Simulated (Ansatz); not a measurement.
Zone-centre modes in SiNi$_{2}$

Computed with DFT r2SCAN, scalar-relativistic, plane waves, PAW (Ansatz). Settings: plane waves to 500 eV, k-mesh 12×12×10 (Γ-centred), Gaussian smearing 0.15 eV. No spin polarisation. A magnetic state may lie lower.

Zero of the scan (relaxed at this level; it needn't be the usual structure):

```
CELL_PARAMETERS angstrom
3.86955 0.00000 0.00000
-1.93477 3.35112 0.00000
0.00000 0.00000 4.92681
ATOMIC_POSITIONS crystal
Si 0.33333 0.66667 0.75000
Si 0.66667 0.33333 0.25000
Ni 0.00000 0.00000 0.00000
Ni 0.00000 0.00000 0.50000
Ni 0.33333 0.66667 0.25000
Ni 0.66667 0.33333 0.75000
```

Harmonic modes by finite displacements of 0.02 Å, without the LO–TO term.

(1) At this geometry, is the structure stable against these modes?

(2) List the wavenumbers in cm⁻¹.

## Answers

(1) Yes: no mode is imaginary beyond 10 cm⁻¹, and only the three translations lie near zero.

(2) 0, 0, 0, 121, 135, 135, 151, 151, 176, 207, 229, 229, 271, 308, 396, 396, 409, 409.

Cost: 1 run of about 15 core-minutes, on Oxide Virtual Turin-like Processor (Zen 5) (shared hosts).